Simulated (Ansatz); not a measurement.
# TiO2 (C2/m) in Ansatz: further runs

Runs on TiO2. Level: BPBE. Tasks: single point, equation of state.

Program: Ansatz 0.2.0. These are calculated values, not measurements. Logs are shortened: lines on timing, memory, paths and dates and some standing lists are left out, and cuts for length are marked.

### 1 The structure

The structure is monoclinic, space group C2/m (No. 12). The conventional cell has a = 12.307 Å, b = 3.767 Å, c = 6.616 Å, α = 90.00°, β = 106.95°, γ = 90.00°. Ti (site symmetry m) has 4 O at 1.86 to 1.94 Å as nearest neighbours. Ti (site symmetry m) has 5 O at 1.78 to 2.03 Å as nearest neighbours. O (site symmetry m) has 3 Ti at 1.94 to 2.03 Å as nearest neighbours. O (site symmetry m) is surrounded by 3 Ti at 1.96 to 2.16 Å. Around O (site symmetry m) lie 2 Ti at 1.78 to 1.87 Å. O (site symmetry m) is surrounded by 2 Ti at 1.86 to 1.93 Å.

The cell comes from a database or a generator and needn't be the stable form of this composition.

### 2 Single point, BPBE, 11.49 Å³/atom (volume scaled by 0.94)

input.yaml reads:

```yaml
crystal:
  lattice:
    - [6.0279587373, -1.8450195788, 0.0]
    - [6.0279587373, 1.8450195788, 0.0]
    - [-1.8889614683, 0.0, 6.1997680296]
  atoms:
    - { symbol: Ti, position: [0.900071, 0.900071, 0.289602] }
    - { symbol: Ti, position: [0.195286, 0.195286, 0.283762] }
    - { symbol: Ti, position: [0.099929, 0.099929, 0.710398] }
    - { symbol: Ti, position: [0.804714, 0.804714, 0.716238] }
    - { symbol: O, position: [0.361931, 0.361931, 0.293397] }
    - { symbol: O, position: [0.2634885, 0.2634885, 0.6525] }
    - { symbol: O, position: [0.8671885, 0.8671885, 0.995291] }
    - { symbol: O, position: [0.7365115, 0.7365115, 0.3475] }
    - { symbol: O, position: [0.9416475, 0.9416475, 0.630021] }
    - { symbol: O, position: [0.1328115, 0.1328115, 0.004709] }
    - { symbol: O, position: [0.638069, 0.638069, 0.706603] }
    - { symbol: O, position: [0.0583525, 0.0583525, 0.369979] }
hamiltonian:
  xc: { exchange: b88, correlation: pbe }
  pseudopotentials: { kind: paw }
kpoints:
  mp_grid: { grid: [8, 8, 4] }
scf:
  occupations: { method: fermi_dirac, width: 0.05 }
output:
  forces: true
  stress: true
  eigenvalues: true
```

Potentials or basis: Ansatz PAW.

Launch:

```
> ansatz run input.yaml --threads 2 --pin off --max-ram 5120MiB --backend cpu --events-out ev --progress --plain --runs-dir out
```

Log:

```text
Warning: RAYON_NUM_THREADS=2 ignored (pool sized by the plan → 2); use --threads N
Engine: ansatz 0.2.0, aarch64-unknown-linux-gnu
Pseudopotentials: kind: paw
Pseudopotential: Ti, paw, valence charge 12, recommended cutoff 420 eV (normal), Ti.paw.azcp
Pseudopotential: O, paw, valence charge 6, recommended cutoff 420 eV (normal), O.paw.azcp
Functional definition: unnamed
  exchange = b88_x
  correlation = pbe_c
Crystal: 12 atoms, lattice volume = 137.904 Å³
Basis set: ecut = 420 eV, 2703 PW (Γ), exchange–correlation on 90×90×90 points (8 copies of the dense FFT grid, shifted against one another)
Bands: 60, of which v1, the nominal top of the filled ones, is band 48 counted from 1 (47 counted from 0)
Symmetry: 4 space group operations
Space group: C2/m (ITA 12), of the structure as read, at distance tolerance 5.2e-5 Å
k-points: 78 of 256
Non-local potential: Ti, projectors of the file, l = 0: 3, l = 1: 2, l = 2: 3, l = 3: 1
Non-local potential: O, projectors of the file, l = 0: 2, l = 1: 2, l = 2: 1
PAW form: soft (Blöchl's): semilocal exchange-correlation on the pseudo side does not see the compensation charge
PAW frozen core: Ti, regenerated for the run's functional, and the local potential with it (the file was generated under x = pbe(κ = 0.804, μ = 0.2195149727645171), c = pbe(β = 0.06672455060314922))
PAW frozen core: O, regenerated for the run's functional, and the local potential with it (the file was generated under x = pbe(κ = 0.804, μ = 0.2195149727645171), c = pbe(β = 0.06672455060314922))
PAW one-centre angular grid: Ti, 590 points (default); XC on 64 Gauss nodes
PAW one-centre angular grid: O, 110 points (default); XC on 64 Gauss nodes
Initial density: superposition of atomic densities (neutral atoms: chi_scale 0, normalization atom), corrected by the library's trained network
Initial wavefunctions: pseudopotential atomic-orbital guess
Functional: x = b88, c = pbe(β = 0.06672455060314922)
SCF iter   1: F=—  HF=-14586.283387 eV  |F-HF|=—  |Δ(HF+E_count)|=         —  Δρ=4.70e-3  dr2=2.26e-2  ethr=1.77e-3  ⟨swp⟩=5.0  Hψ=17911  notcnv=0
preconditioner: auto → Resta (q_TF=auto, 2.568 Å⁻¹)  ε∞=7.4  [insulator: Δε(μ)=2.924 eV  Ē_g=10.024 eV  σ=0.050 eV  W_gap=1.00  n_scr=40 (ndim 8)  ℏωp=25.3 eV  f_vac=0.120  D(μ)=0.00/eV (n_scr^D=0)  ε∞_Penn≈7.4]
SCF iter   2: F=—  HF=-14586.281960 eV  |F-HF|=—  |Δ(HF+E_count)|=   1.43e-3  Δρ=2.40e-3  dr2=5.26e-3  ethr=2.35e-5  ⟨swp⟩=2.9  Hψ=9419  notcnv=0  defer=418
SCF iter   3: F=—  HF=-14586.282552 eV  |F-HF|=—  |Δ(HF+E_count)|=   5.92e-4  Δρ=1.25e-3  dr2=2.64e-3  ethr=5.48e-6  ⟨swp⟩=2.0  Hψ=6305  notcnv=0  defer=340
automatic band count: iteration 3 solves 59 bands in place of 60: the levels show a gap, and the empty bands left out lie too high to hold charge; the band table lists the bands solved (type scf.n_extra_bands for more)
SCF iter   4: F=—  HF=-14586.282786 eV  |F-HF|=—  |Δ(HF+E_count)|=   2.34e-4  Δρ=3.59e-4  dr2=3.33e-4  ethr=2.75e-6  ⟨swp⟩=2.0  Hψ=6129  notcnv=0  defer=340
SCF iter   5: F=—  HF=-14586.283102 eV  |F-HF|=—  |Δ(HF+E_count)|=   3.16e-4  Δρ=2.79e-4  dr2=1.55e-4  ethr=3.47e-7  ⟨swp⟩=2.0  Hψ=6314  notcnv=0  defer=340
SCF iter   6: F=—  HF=-14586.283218 eV  |F-HF|=—  |Δ(HF+E_count)|=   1.16e-4  Δρ=1.28e-4  dr2=3.58e-5  ethr=1.62e-7  ⟨swp⟩=2.0  Hψ=6140  notcnv=0  defer=340
SCF iter   7: F=—  HF=-14586.283355 eV  |F-HF|=—  |Δ(HF+E_count)|=   1.37e-4  Δρ=5.78e-5  dr2=5.55e-6  ethr=3.73e-8  ⟨swp⟩=2.1  Hψ=6430  notcnv=0  defer=340
SCF iter   8: F=—  HF=-14586.283369 eV  |F-HF|=—  |Δ(HF+E_count)|=   1.38e-5  Δρ=4.18e-5  dr2=2.57e-6  ethr=5.78e-9  ⟨swp⟩=2.7  Hψ=6941  notcnv=0  defer=340
SCF iter   9: F=—  HF=-14586.283371 eV  |F-HF|=—  |Δ(HF+E_count)|=   2.66e-6  Δρ=1.03e-5  dr2=2.51e-7  ethr=2.67e-9  ⟨swp⟩=2.2  Hψ=6636  notcnv=0  defer=340
SCF iter  10: F=—  HF=-14586.283372 eV  |F-HF|=—  |Δ(HF+E_count)|=   5.86e-7  Δρ=8.15e-6  dr2=1.06e-7  ethr=1.04e-10  ⟨swp⟩=10.3  Hψ=19813  notcnv=0
SCF iter  11: F=-14586.283372 eV  HF=-14586.283372 eV  |F-HF|=8.61e-9  |Δ(HF+E_count)|=   8.16e-8  Δρ=3.13e-6  dr2=1.84e-8  ethr=1.04e-10  ⟨swp⟩=4.9  Hψ=15633  notcnv=0
SCF 1 converged in 11 iterations: F = -14586.283372 eV  dr2 = 1.84e-8
SCF converged after 11 iterations
Free energy (F): -14586.283372 eV
Harris-Foulkes:  -14586.283372 eV  (|F-HF|=8.61e-9)
Internal energy: -14586.283372 eV  (E = F + TS)
E sigma→0 (E₀):  -14586.283372 eV
Fermi energy:    8.389338 eV
--- Per-component energies (eV) ---
  E_band       = -928.096244
  E_kinetic    = 2507.506112
  E_local      = -7813.540187  (includes V_loc(G=0)·N_el)
  E_nonlocal   = 398.656364
  E_hartree    = 3097.417977
  E_xc         = -990.925128
  E_vxc        = -1254.368147  (∫ρ·V_xc dr)
  E_paw        = -5476.143327  (= ΣΔE_a)
  E_vpaw       = -961.208860  (= ΣTr[D̂ρ^β])
  E_aug_tail   = 0.020341  (compensation charges beyond the density's cutoff)
  E_ewald      = -6309.198113
  E_core_change = -0.077411  (= ΣΔE_core)
  E_smearing   = -0.000000  (= −TS)
  E_closure    = -0.000000  (closes the sum)
  Σ components = -14586.283372   (vs F -14586.283372, Δ=0.00e0)
--- Forces (eV/Å), atoms counted from 1 ---
  atom   1  Ti    -0.17329680     0.00000000     0.12197489
  atom   2  Ti    -0.02191053     0.00000000     0.27504241
  atom   3  Ti     0.17329680    -0.00000000    -0.12197489
  atom   4  Ti     0.02191053    -0.00000000    -0.27504241
  atom   5  O      0.20846641     0.00000000     0.00181907
  atom   6  O      0.16384645    -0.00000000    -0.03057539
  atom   7  O      0.17690860     0.00000000     0.20698520
  atom   8  O     -0.16384645     0.00000000     0.03057539
  atom   9  O     -0.14995027     0.00000000     0.00046831
  atom  10  O     -0.17690860    -0.00000000    -0.20698520
  atom  11  O     -0.20846641     0.00000000    -0.00181907
  atom  12  O      0.14995027    -0.00000000    -0.00046831
  max |Σ_I F_I| component: 6.60e-17 eV/Å
--- Stress (GPa, compression-positive) ---
       11.918816       0.000000       0.233530
        0.000000      11.614088       0.000000
        0.233530       0.000000      12.504911
  P = ⅓ Tr σ = 12.0126 GPa (120.126 kbar)
--- Band table (eV; the first three rows and the last of 78) ---
  k-point 0: bands = ["-48.9611", "-48.9449", "-48.8605", "-48.8522", "-25.4891", "-25.4285", "-25.4063", "-25.3003", "-25.2334", "-25.2303", "-25.2292", "-25.1933", "-25.1311", "-25.1289", "-25.1120", "-25.1119", "-10.7336", "-9.9748", "-9.5567", "-9.4031", "-9.3093", "-9.2038", "-8.9148", "-8.8125", "2.5502", "2.5800", "2.8782", "2.8869", "3.2931", "3.5891", "3.5974", "3.6941", "3.9455", "4.3048", "4.8021", "4.8724", "4.9468", "5.4573", "5.4835", "5.4897", "5.5569", "5.6440", "5.9369", "6.0577", "6.0886", "6.1320", "6.5292", "6.6706", "9.8216", "10.2058", "10.4611", "10.4773", "10.5062", "11.0275", "11.5725", "11.7436", "11.8860", "11.9716", "12.1165"]
  k-point 1: bands = ["-48.9607", "-48.9452", "-48.8609", "-48.8519", "-25.4848", "-25.4295", "-25.3875", "-25.3006", "-25.2332", "-25.2300", "-25.2283", "-25.2169", "-25.1329", "-25.1315", "-25.1107", "-25.1094", "-10.6801", "-9.9947", "-9.6067", "-9.4114", "-9.2769", "-9.2001", "-8.9428", "-8.8019", "2.5158", "2.5972", "2.7759", "2.8696", "3.4234", "3.5879", "3.5953", "3.8883", "4.0064", "4.0467", "4.8379", "5.0299", "5.1073", "5.2510", "5.3440", "5.5136", "5.6796", "5.7332", "5.8497", "5.9603", "6.1256", "6.2371", "6.4637", "6.5113", "9.8740", "10.2530", "10.4274", "10.4756", "10.5682", "10.9601", "11.4470", "11.7349", "11.7856", "11.9839", "12.2728"]
  k-point 2: bands = ["-48.9602", "-48.9455", "-48.8613", "-48.8516", "-25.4858", "-25.4297", "-25.3364", "-25.2956", "-25.2941", "-25.2330", "-25.2296", "-25.2072", "-25.1346", "-25.1336", "-25.1096", "-25.1074", "-10.6201", "-10.0204", "-9.6456", "-9.4233", "-9.2564", "-9.1956", "-8.9678", "-8.7917", "2.4747", "2.5662", "2.7547", "2.8615", "3.4976", "3.5869", "3.6369", "3.8227", "4.2633", "4.2714", "4.5428", "4.8730", "5.1035", "5.2369", "5.2949", "5.5585", "5.6365", "5.8521", "5.9009", "6.1236", "6.1444", "6.2421", "6.2687", "6.4350", "9.9479", "10.2321", "10.4209", "10.5466", "10.5487", "10.8556", "11.5194", "11.5577", "11.7714", "11.9786", "12.1840"]
  k-point 77: bands = ["-48.9586", "-48.9460", "-48.8617", "-48.8524", "-25.4433", "-25.3772", "-25.3294", "-25.3038", "-25.2598", "-25.2489", "-25.2409", "-25.2254", "-25.1789", "-25.1547", "-25.1343", "-25.1062", "-10.4022", "-10.0754", "-9.5337", "-9.5173", "-9.4349", "-9.1957", "-8.8984", "-8.8884", "2.6659", "2.7300", "2.9080", "2.9606", "3.0762", "3.3532", "3.4139", "4.0817", "4.2349", "4.2899", "4.8316", "4.8430", "5.0602", "5.1002", "5.3761", "5.6273", "5.6423", "5.6443", "5.7242", "5.7387", "5.9811", "6.5104", "6.6275", "6.6706", "10.1010", "10.2239", "10.3771", "10.5514", "10.5855", "10.6968", "11.5003", "11.7121", "11.8056", "11.8203", "12.3243"]
```

It took 28 s on 2 threads of Arm Neoverse V1, shared host; peak memory 0.75 GiB.

What came out:

```yaml
Free_energy: -14586.2834 eV
Pressure: 12.0 GPa
Largest_force: 0.276 eV/Å
Band_gap_on_the_k_mesh: 2.96 eV, indirect (least direct gap 3.15 eV)
```

Caveat: the pressure holds a Pulay correction of +0.7 GPa for the finite cutoff; the PAW data sets come from PBE, with cores solved anew for the run's functional, which leaves a small shift of forces and pressure.

### 3 Single point, BPBE, 11.74 Å³/atom (volume scaled by 0.96)

Edit input.yaml of step 2 so:

```diff
@@ -2,5 +2,5 @@
   lattice:
-    - [6.0279587373, -1.8450195788, 0.0]
-    - [6.0279587373, 1.8450195788, 0.0]
-    - [-1.8889614683, 0.0, 6.1997680296]
+    - [6.0704105496, -1.8580131025, 0.0]
+    - [6.0704105496, 1.8580131025, 0.0]
+    - [-1.9022644521, 0.0, 6.2434298064]
   atoms:
@@ -29 +29,5 @@
   eigenvalues: true
+  write_density: true
+  write_potential: true
+  elf: true
+  volumetric_format: npy
```

Potentials or basis: Ansatz PAW.

Launch:

```
> ansatz run input.yaml --threads 2 --pin off --max-ram 5120MiB --backend cpu --events-out ev --progress --plain --runs-dir out
```

Run time: 40 s. Hardware: 2 threads of Arm Neoverse V1, shared host; peak memory 0.75 GiB.

It converged, with:

| Property | Result |
| --- | --- |
| Free energy | -14586.4574 eV |
| Pressure | 7.1 GPa |
| Largest force | 0.143 eV/Å |
| Band gap on the k mesh | 2.89 eV, indirect (least direct gap 3.07 eV) |

Caveat: the pressure holds a Pulay correction of +0.7 GPa for the finite cutoff; the PAW data sets come from PBE, with cores solved anew for the run's functional, which leaves a small shift of forces and pressure.

### 4 Single point, BPBE, 11.98 Å³/atom (volume scaled by 0.98)

Edit input.yaml of step 3 so:

```diff
@@ -2,5 +2,5 @@
   lattice:
-    - [6.0704105496, -1.8580131025, 0.0]
-    - [6.0704105496, 1.8580131025, 0.0]
-    - [-1.9022644521, 0.0, 6.2434298064]
+    - [6.1122767729, -1.8708273909, 0.0]
+    - [6.1122767729, 1.8708273909, 0.0]
+    - [-1.9153839319, 0.0, 6.2864893037]
   atoms:
@@ -29,5 +29 @@
   eigenvalues: true
-  write_density: true
-  write_potential: true
-  elf: true
-  volumetric_format: npy
```

Launch:

```
> ansatz run input.yaml --threads 2 --pin off --max-ram 5120MiB --backend cpu --events-out ev --progress --plain --runs-dir out
```

Wall time 29 s (2 threads of Arm Neoverse V1, shared host); peak memory 0.77 GiB.

The run converged. Its results:

```yaml
Free_energy: -14586.5452 eV
Pressure: 2.6 GPa
Largest_force: 0.050 eV/Å
Band_gap_on_the_k_mesh: 2.82 eV, indirect (least direct gap 2.99 eV)
```

Caveat: the pressure holds a Pulay correction of +0.7 GPa for the finite cutoff; the PAW data sets come from PBE, with cores solved anew for the run's functional, which leaves a small shift of forces and pressure.

### 5 Single point, BPBE, 12.23 Å³/atom

Edit input.yaml of step 4 so:

```diff
@@ -2,5 +2,5 @@
   lattice:
-    - [6.1122767729, -1.8708273909, 0.0]
-    - [6.1122767729, 1.8708273909, 0.0]
-    - [-1.9153839319, 0.0, 6.2864893037]
+    - [6.1535771931, -1.8834685, 0.0]
+    - [6.1535771931, 1.8834685, 0.0]
+    - [-1.9283261078, 0.0, 6.3289668713]
   atoms:
```

Launch:

```
> ansatz run input.yaml --threads 2 --pin off --max-ram 5120MiB --backend cpu --events-out ev --progress --plain --runs-dir out
```

Wall time 30 s (2 threads of Arm Neoverse V1, shared host); peak memory 0.78 GiB.

Results (log left out):

| Quantity | Value |
| --- | --- |
| Free energy | -14586.5557 eV |
| Pressure | -1.4 GPa |
| Largest force | 0.177 eV/Å |
| Band gap on the k mesh | 2.75 eV, indirect (least direct gap 2.91 eV) |

Caveat: the pressure holds a Pulay correction of +0.7 GPa for the finite cutoff; the PAW data sets come from PBE, with cores solved anew for the run's functional, which leaves a small shift of forces and pressure.

### 6 Single point, BPBE, 12.47 Å³/atom (volume scaled by 1.02)

Edit input.yaml of step 5 so:

```diff
@@ -2,5 +2,5 @@
   lattice:
-    - [6.1535771931, -1.8834685, 0.0]
-    - [6.1535771931, 1.8834685, 0.0]
-    - [-1.9283261078, 0.0, 6.3289668713]
+    - [6.1943305476, -1.8959421648, 0.0]
+    - [6.1943305476, 1.8959421648, 0.0]
+    - [-1.9410968515, 0.0, 6.3708817807]
   atoms:
```

Potentials or basis: Ansatz PAW.

Launch:

```
> ansatz run input.yaml --threads 2 --pin off --max-ram 5120MiB --backend cpu --events-out ev --progress --plain --runs-dir out
```

Run time: 29 s. Hardware: 2 threads of Arm Neoverse V1, shared host; peak memory 0.79 GiB.

It converged, with:

- Free energy: -14586.4972 eV
- Pressure: -5.0 GPa
- Largest force: 0.307 eV/Å
- Band gap on the k mesh: 2.68 eV, indirect (least direct gap 2.84 eV)

Caveat: the pressure holds a Pulay correction of +0.7 GPa for the finite cutoff; the PAW data sets come from PBE, with cores solved anew for the run's functional, which leaves a small shift of forces and pressure.

### 7 Single point, BPBE, 12.71 Å³/atom (volume scaled by 1.04)

Edit input.yaml of step 6 so:

```diff
@@ -2,5 +2,5 @@
   lattice:
-    - [6.1943305476, -1.8959421648, 0.0]
-    - [6.1943305476, 1.8959421648, 0.0]
-    - [-1.9410968515, 0.0, 6.3708817807]
+    - [6.2345546003, -1.9082538226, 0.0]
+    - [6.2345546003, 1.9082538226, 0.0]
+    - [-1.9537017297, 0.0, 6.4122523021]
   atoms:
```

Launch:

```
> ansatz run input.yaml --threads 2 --pin off --max-ram 5120MiB --backend cpu --events-out ev --progress --plain --runs-dir out
```

It took 30 s on 2 threads of Arm Neoverse V1, shared host; peak memory 0.78 GiB.

The run converged. Its results:

```
Free energy            : -14586.3754 eV
Pressure               : -8.2 GPa
Largest force          : 0.429 eV/Å
Band gap on the k mesh : 2.61 eV, indirect (least direct gap 2.77 eV)
```

Caveat: the pressure holds a Pulay correction of +0.6 GPa for the finite cutoff; the PAW data sets come from PBE, with cores solved anew for the run's functional, which leaves a small shift of forces and pressure.

### 8 Single point, BPBE, 12.96 Å³/atom (volume scaled by 1.06)

Edit input.yaml of step 7 so:

```diff
@@ -2,5 +2,5 @@
   lattice:
-    - [6.2345546003, -1.9082538226, 0.0]
-    - [6.2345546003, 1.9082538226, 0.0]
-    - [-1.9537017297, 0.0, 6.4122523021]
+    - [6.2742662098, -1.9204086332, 0.0]
+    - [6.2742662098, 1.9204086332, 0.0]
+    - [-1.9661460253, 0.0, 6.4530957747]
   atoms:
```

Launch:

```
> ansatz run input.yaml --threads 2 --pin off --max-ram 5120MiB --backend cpu --events-out ev --progress --plain --runs-dir out
```

Wall time 35 s (2 threads of Arm Neoverse V1, shared host); peak memory 0.8 GiB.

It converged, with:

| Property | Result |
| --- | --- |
| Free energy | -14586.1977 eV |
| Pressure | -11.1 GPa |
| Largest force | 0.544 eV/Å |
| Band gap on the k mesh | 2.55 eV, indirect (least direct gap 2.70 eV) |

Caveat: the pressure holds a Pulay correction of +0.6 GPa for the finite cutoff; the PAW data sets come from PBE, with cores solved anew for the run's functional, which leaves a small shift of forces and pressure.

### 9 Equation of state, BPBE

Potentials or basis: Ansatz PAW.

This step only gathers the single runs of the series.

What came out:

* Equilibrium volume: 12.14 Å³/atom
* Bulk modulus at fixed shape and positions: 196 GPa
* Pressure derivative of the bulk modulus: 4.3

Energy against volume, from the lowest point:
| volume (Å³/atom) | energy (meV/atom) |
| --- | --- |
| 11.492 | 22.70 |
| 11.737 | 8.20 |
| 11.981 | 0.88 |
| 12.226 | 0.00 |
| 12.470 | 4.88 |
| 12.715 | 15.03 |
| 12.959 | 29.84 |

Caveat: the potentials were made for another functional, which shifts forces and pressure; the cell was scaled at fixed shape and fractional positions, which overstates the stiffness of a crystal with free parameters, most of all of layers and chains.
